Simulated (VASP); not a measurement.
# Ta (Fm-3m) in VASP: settings compared

One crystal, Ta, is run at these levels: PBEsol, LDA, PBE, PBE+D3(BJ); tasks: relaxation of cell and atoms.

Program: VASP 6.6.1. These are calculated values, not measurements. Logs are shortened: lines on timing, memory, paths and dates and some standing lists are left out, and cuts for length are marked.

### 1 Starting point

It takes space group Fm-3m (No. 225, cubic). Conventional cell: a = 4.160 Å, b = 4.160 Å, c = 4.160 Å, α = 90.00°, β = 90.00°, γ = 90.00°. Ta (site symmetry m-3m) has 12 Ta at 2.94 Å as nearest neighbours.

This isn't the form of Ta at room conditions, which is bcc.

### 2 Relaxation of cell and atoms, PBEsol

File INCAR:

```
ALGO = Normal ; EDIFF = 1E-7
EDIFFG = -0.005 ; ENCUT = 600
GGA = PS ; IBRION = 2
ISIF = 3 ; ISMEAR = 0
LASPH = T ; LCHARG = F
LREAL = F ; LWAVE = F
NELM = 60 ; NSW = 90
PREC = Accurate ; SIGMA = 0.1
```

File KPOINTS:

```
k-points
0
Gamma
  18 18 18
```

File POSCAR:

```
Ta
1.0
    0.0000000000      2.0800838200      2.0800838200
    2.0800838200      0.0000000000      2.0800838200
    2.0800838200      2.0800838200      0.0000000000
Ta
1
Direct
    0.0000000000      0.0000000000      0.0000000000
```

Potentials or basis: VASP PAW PBE potentials, release 64 (Ta_pv).

Started as:

```bash
cat potpaw_PBE.64/Ta_pv/POTCAR > POTCAR
mpirun -np 1 vasp_std > vasp.out
```

OUTCAR:

```text
EDIFF = 1E-7
   EDIFFG = -0.005
   ENCUT = 600
   GGA = PS
   IBRION = 2
   ISIF = 3
   ISMEAR = 0
   LASPH = T
   LREAL = F
   NELM = 60
   NSW = 90
   PREC = Accurate

 ion  position               nearest neighbor table
   1  0.000  0.000  0.000-

  LATTYP: Found a face centered cubic cell.
 ALAT       =     4.1601676400

  Lattice vectors:

 A1 = (   0.0000000000,   2.0800838200,   2.0800838200)
 A2 = (   2.0800838200,   0.0000000000,   2.0800838200)
 A3 = (   2.0800838200,   2.0800838200,   0.0000000000)

Analysis of symmetry for initial positions (statically):
=====================================================================
 Subroutine PRICEL returns:
 Original cell was already a primitive cell.

 Routine SETGRP: Setting up the symmetry group for a
 face centered cubic supercell.

 Subroutine GETGRP returns: Found 48 space group operations
 (whereof 48 operations were pure point group operations)
 out of a pool of 48 trial point group operations.

The static configuration has the point symmetry O_h .

Analysis of symmetry for dynamics (positions and initial velocities):
=====================================================================
 Subroutine PRICEL returns:
 Original cell was already a primitive cell.

 Routine SETGRP: Setting up the symmetry group for a
 face centered cubic supercell.

 Subroutine GETGRP returns: Found 48 space group operations
 (whereof 48 operations were pure point group operations)
 out of a pool of 48 trial point group operations.

The dynamic configuration has the point symmetry O_h .

 Subroutine INISYM returns: Found 48 space group operations
 (whereof 48 operations are pure point group operations),
 and found     1 'primitive' translations

----------------------------------------------------------------------------------------

                                     Primitive cell

  volume of cell :      18.0000

  direct lattice vectors                    reciprocal lattice vectors
     0.000000000  2.080083820  2.080083820    -0.240374929  0.240374929  0.240374929
     2.080083820  0.000000000  2.080083820     0.240374929 -0.240374929  0.240374929
     2.080083820  2.080083820  0.000000000     0.240374929  0.240374929 -0.240374929

  length of vectors
     2.941682749  2.941682749  2.941682749     0.416341589  0.416341589  0.416341589

  position of ions in fractional coordinates (direct lattice)
     0.000000000  0.000000000  0.000000000

  ion indices of the primitive-cell ions
   primitive index   ion index
                 1           1

----------------------------------------------------------------------------------------

 KPOINTS: k-points

Automatic generation of k-mesh.
 Grid dimensions read from file:
 generate k-points for:   18   18   18

 Generating k-lattice:

  Cartesian coordinates                     Fractional coordinates (reciprocal lattice)
    -0.013354163  0.013354163  0.013354163     0.055555556  0.000000000  0.000000000
     0.013354163 -0.013354163  0.013354163     0.000000000  0.055555556  0.000000000
     0.013354163  0.013354163 -0.013354163     0.000000000  0.000000000  0.055555556

  Length of vectors
     0.023130088  0.023130088  0.023130088

  Shift w.r.t. Gamma in fractional coordinates (k-lattice)
     0.000000000  0.000000000  0.000000000

 Subroutine IBZKPT returns following result:
 ===========================================

 Found    195 irreducible k-points:

 Following reciprocal coordinates:
            Coordinates               Weight
  0.000000  0.000000  0.000000      1.000000
  0.055556  0.000000  0.000000      8.000000
  0.111111  0.000000  0.000000      8.000000
  0.166667  0.000000  0.000000      8.000000
  0.222222  0.000000  0.000000      8.000000
  0.277778  0.000000  0.000000      8.000000
[... 16 lines left out ...]
 -0.277778  0.055556  0.000000     24.000000
 -0.222222  0.055556  0.000000     24.000000
 [... further k-points ...]
   k-points           NKPTS =    195   k-points in BZ     NKDIM =    195   number of bands    NBANDS=      9
   number of dos      NEDOS =    301   number of ions     NIONS =      1
   total plane-waves  NPLWV =  13824
   dimension x,y,z NGX =    24 NGY =   24 NGZ =   24
   dimension x,y,z NGXF=    48 NGYF=   48 NGZF=   48
   ions per type =               1
   NGX,Y,Z   is equivalent  to a cutoff of  13.56, 13.56, 13.56 a.u.
   NGXF,Y,Z  is equivalent  to a cutoff of  27.13, 27.13, 27.13 a.u.
 SYSTEM =  unknown system
   PREC   = accura    normal or accurate (medium, high low for compatibility)
   ISTART =      0    job   : 0-new  1-cont  2-samecut
   ICHARG =      2    charge: 1-file 2-atom 10-const
   ISPIN  =      1    spin polarized calculation?
   LNONCOLLINEAR =      F non collinear calculations
   LSORBIT =      F    spin-orbit coupling
   LASPH  =      T    aspherical Exc in radial PAW
   ENCUT  =  600.0 eV  44.10 Ry    6.64 a.u.   5.88  5.88  5.88*2*pi/ulx,y,z
   NELM   =     60;   NELMIN=  2; NELMDL= -5     # of ELM steps
   EDIFF  = 0.1E-06   stopping-criterion for ELM
   LREAL  =      F    real-space projection
   EDIFFG = -.5E-02   stopping-criterion for IOM
   NSW    =     90    number of steps for IOM
   IBRION =      2    ionic relax: 0-MD 1-quasi-New 2-CG
   NFREE  =      1    steps in history (QN), initial steepest desc. (CG)
   ISIF   =      3    stress and relaxation
   ISYM   =      2    0-nonsym 1-usesym 2-fastsym
   POTIM  = 0.5000    time-step for ionic-motion
   TEBEG  =    0.0;   TEEND  =   0.0 temperature during run
   PSTRESS=    0.0 pullay stress
   NELECT =      11.0000    total number of electrons
   NUPDOWN=      -1.0000    fix difference up-down
   EMIN   =  10.00;   EMAX   =-10.00  energy-range for DOS
   EFERMI =   0.00;   METHOD = LEGACY
   ISMEAR =     0;   SIGMA  =   0.10  broadening in eV -4-tet -1-fermi 0-gaus
   EFERMI_NEDOS =   21; number of points for ismear=-14 and -15
   IALGO  =     38    algorithm
   IMIX   =      4    mixing-type and parameters
     AMIX     =   0.40;   BMIX     =  1.00
     AMIX_MAG =   1.60;   BMIX_MAG =  1.00
  volume/ion in A,a.u.               =      18.00       121.47
  Fermi-wavevector in a.u.,A,eV,Ry     =   1.389254  2.625309 26.259595  1.930026
  Thomas-Fermi vector in A             =   2.513302
   LORBIT       =      0    0 simple, 1 ext, 2 COOP (PROOUT), +10 PAW based schemes
   GGA     = PS    functional components
   LHFCALC =     F    Hartree Fock is set to
   AEXX    =    0.0000 exact exchange contribution
   IVDW    =     0    specifies the selected vdW correction
   LEPSILON=     F    determine dielectric tensor
   LRPA    =     F    only Hartree local field effects (RPA)
 conjugate gradient relaxation of ions
 non-spin polarized calculation
 Gauss-broadening in eV      SIGMA  =   0.10
  energy-cutoff  :      600.00
  volume of cell :       18.00
 maximum number of plane-waves:       620
   NGX = 11   NGY = 11   NGZ = 11

--------------------------------------- Ionic step        1  -------------------------------------------

 number of electron      11.0000001 magnetization

 Free energy of the ion-electron system (eV)
  ---------------------------------------------------
  ext. energy  EPLUGINS =         0.00000000
  ---------------------------------------------------
  free energy    TOTEN  =       -12.28690494 eV

  energy without entropy =      -12.28000716  energy(sigma->0) =      -12.28345605

------------------------ aborting loop because EDIFF is reached ----------------------------------------

  FORCE on cell =-STRESS in cart. coord.  units (eV):
  Direction    XX          YY          ZZ          XY          YZ          ZX
  --------------------------------------------------------------------------------------
  -------------------------------------------------------------------------------------
  Total        0.2729003      0.2729003      0.2729003      0.0000000      0.0000000     -0.0000000
  in kB       24.2908132     24.2908132     24.2908132      0.0000000      0.0000000     -0.0000000
  external PRESSURE =      24.2908132 kB  Pullay stress =       0.0000000 kB

 VOLUME and BASIS-vectors are now :
 -----------------------------------------------------------------------------
  energy-cutoff  :      600.00
  volume of cell :       18.00
      direct lattice vectors                 reciprocal lattice vectors
     0.000000000  2.080083820  2.080083820    -0.240374929  0.240374929  0.240374929
     2.080083820  0.000000000  2.080083820     0.240374929 -0.240374929  0.240374929
     2.080083820  2.080083820  0.000000000     0.240374929  0.240374929 -0.240374929
[... 36 lines left out ...]
 POSITION                                       TOTAL-FORCE (eV/Angst)
 -----------------------------------------------------------------------------------
      0.00000      0.00000      0.00000         0.000000     -0.000000     -0.000000
 -----------------------------------------------------------------------------------
    total drift:                                0.000000      0.000000      0.000000

  FREE ENERGIE OF THE ION-ELECTRON SYSTEM (eV)
  ---------------------------------------------------
  free  energy   TOTEN  =       -12.2799708315 eV

  energy  without entropy=      -12.2730928912  energy(sigma->0) =      -12.27653186

--------------------------------------- Ionic step        3  -------------------------------------------

 number of electron      11.0000001 magnetization

 Free energy of the ion-electron system (eV)
  ---------------------------------------------------
  ext. energy  EPLUGINS =         0.00000000
  ---------------------------------------------------
  free energy    TOTEN  =       -12.28850090 eV

  energy without entropy =      -12.28154897  energy(sigma->0) =      -12.28502493

 E-fermi :   5.6158     XC(G=0): -12.6734

 val. band max:        5.6063065374   @ k =  -0.3889   0.1667   0.0000
 cond. band min:       5.6214794862   @ k =  -0.3889   0.3889   0.1111
 fundamental gap:      0.0151729488
 Fermi energy:         5.6157608444

 k-point     1 :       0.0000    0.0000    0.0000
  band No.  band energies     occupation
      1     -27.8555      2.00000
      2     -27.8555      2.00000
      3     -27.8555      2.00000
      4      -2.6569      2.00000
      5       6.0356      0.00000
      6       6.0356      0.00000
      7       6.0356      0.00000
      8       9.1503      0.00000
      9       9.1503      0.00000

 k-point     2 :       0.0556    0.0000    0.0000
  band No.  band energies     occupation
      1     -27.8924      2.00000
      2     -27.8601      2.00000
      3     -27.8601      2.00000
      4      -2.5275      2.00000
      5       5.9226      0.00001
      6       6.0977      0.00000
      7       6.0977      0.00000
      8       9.0875      0.00000
      9       9.0875      0.00000
[... 253 lines left out ...]
 k-point    24 :      -0.2222    0.0556    0.0000
  band No.  band energies     occupation
      1     -28.4138      2.00000
      2     -27.9650      2.00000
      3     -27.9147      2.00000
      4      -0.5238      2.00000
      5       4.8230      2.00000
      6       6.4074      0.00000
      7       6.5745      0.00000
      8       8.6278      0.00000
      9       9.6540      0.00000

 [... further k-points ...]

------------------------ aborting loop because EDIFF is reached ----------------------------------------

  FORCE on cell =-STRESS in cart. coord.  units (eV):
  Direction    XX          YY          ZZ          XY          YZ          ZX
  --------------------------------------------------------------------------------------
  -------------------------------------------------------------------------------------
  Total       -0.0021924     -0.0021924     -0.0021924     -0.0000000      0.0000000      0.0000000
  in kB       -0.1928401     -0.1928401     -0.1928401     -0.0000000      0.0000000      0.0000000
  external PRESSURE =      -0.1928401 kB  Pullay stress =       0.0000000 kB

 VOLUME and BASIS-vectors are now :
 -----------------------------------------------------------------------------
  energy-cutoff  :      600.00
  volume of cell :       18.22
      direct lattice vectors                 reciprocal lattice vectors
     0.000000000  2.088335245  2.088335245    -0.239425160  0.239425160  0.239425160
     2.088335245  0.000000000  2.088335245     0.239425160 -0.239425160  0.239425160
     2.088335245  2.088335245 -0.000000000     0.239425160  0.239425160 -0.239425160

 POSITION                                       TOTAL-FORCE (eV/Angst)
 -----------------------------------------------------------------------------------
      0.00000      0.00000      0.00000         0.000000     -0.000000     -0.000000
 -----------------------------------------------------------------------------------
    total drift:                               -0.000000      0.000000     -0.000000

  FREE ENERGIE OF THE ION-ELECTRON SYSTEM (eV)
  ---------------------------------------------------
  free  energy   TOTEN  =       -12.2885009013 eV

  energy  without entropy=      -12.2815489667  energy(sigma->0) =      -12.28502493

 reached required accuracy - stopping structural energy minimisation
```

Wall time 19 s (1 thread of Intel Xeon 6975P-C (Granite Rapids), shared host); peak memory 0.18 GiB.

Results:

```
Free energy                            : -12.2885 eV
Relaxed volume                         : 18.22 Å³/atom
Relaxed cell                           : a = 2.953 Å, b = 2.953 Å, c = 2.953 Å, α = 60.00°, β = 60.00°, γ = 60.00°
Space group after relaxing (to 0.05 Å) : Fm-3m (No. 225)
Energy gained by relaxing              : 1.6 meV/atom
Ionic steps                            : 3
Pressure after relaxing                : 0.0 GPa
Band gap on the k mesh                 : none (metal or under the smearing width)
```

Step by step:
```
step  energy change (eV)  largest force (eV/Å)  pressure (GPa)  volume (Å³)
   1              0.0000                0.0000            2.43        18.00
   2              0.0069                0.0000           -5.27        18.72
   3             -0.0016                0.0000           -0.02        18.22
```

Final structure:
```
Ta
1.0
     0.00000    2.08834    2.08834
     2.08834    0.00000    2.08834
     2.08834    2.08834    0.00000
Ta
1
Direct
  0.00000 0.00000 0.00000
```

Caveat: the PAW data sets were made with another functional, which shifts forces and pressure a little. The run has no spin-orbit coupling, so splittings on Ta are missing.

### 3 Relaxation of cell and atoms, LDA

INCAR: that of step 2 with these lines changed.

```diff
@@ -2,3 +2,3 @@
 EDIFFG = -0.005 ; ENCUT = 600
-GGA = PS ; IBRION = 2
+GGA = CA ; IBRION = 2
 ISIF = 3 ; ISMEAR = 0
```

KPOINTS is that of step 2.

POSCAR is that of step 2.

Potentials or basis: VASP PAW LDA potentials, release 64 (Ta_pv).

Started as:

```bash
cat potpaw_LDA.64/Ta_pv/POTCAR > POTCAR
mpirun -np 1 vasp_std > vasp.out
```

Run time: 17 s. Hardware: 1 thread of Intel Xeon 6975P-C (Granite Rapids), shared host; peak memory 0.16 GiB.

The run converged. Its results:

* Free energy: -12.5399 eV
* Relaxed volume: 17.81 Å³/atom
* Relaxed cell: a = 2.931 Å, b = 2.931 Å, c = 2.931 Å, α = 60.00°, β = 60.00°, γ = 60.00°
* Space group after relaxing (to 0.05 Å): Fm-3m (No. 225)
* Energy gained by relaxing: 1.4 meV/atom
* Ionic steps: 3
* Pressure after relaxing: 0.0 GPa
* Band gap on the k mesh: none (metal or under the smearing width)

The path:
| step | energy change (eV) | largest force (eV/Å) | pressure (GPa) | volume (Å³) |
| --- | --- | --- | --- | --- |
| 1 | 0.0000 | 0.0000 | -2.27 | 18.00 |
| 2 | 0.0067 | 0.0000 | 5.80 | 17.35 |
| 3 | -0.0014 | 0.0000 | -0.02 | 17.81 |

Final structure:
```xyz
1
Lattice="0.0000 2.0726 2.0726 2.0726 0.0000 2.0726 2.0726 2.0726 0.0000" Properties=species:S:1:pos:R:3 pbc="T T T"
Ta    0.0000    0.0000    0.0000
```

Levels at points of the mesh, in eV from the Fermi level:
| k point | band 1 | band 2 | band 3 | band 4 | band 5 | band 6 | band 7 | band 8 | band 9 |
| --- | --- | --- | --- | --- | --- | --- | --- | --- | --- |
| (0.00, 0.00, 0.00) | -33.27 | -33.27 | -33.27 | -8.29 | 0.35 | 0.35 | 0.35 | 3.54 | 3.54 |
| (0.50, 0.00, 0.00) | -34.51 | -33.43 | -33.43 | -4.84 | 0.09 | 0.09 | 1.01 | 6.08 | 6.08 |
| (0.50, 0.50, 0.00) | -34.43 | -33.71 | -33.71 | -4.72 | -3.65 | 3.33 | 6.05 | 6.85 | 6.85 |

The run has no spin-orbit coupling, so splittings on Ta are missing.

(Continued in part 2 of 2.)
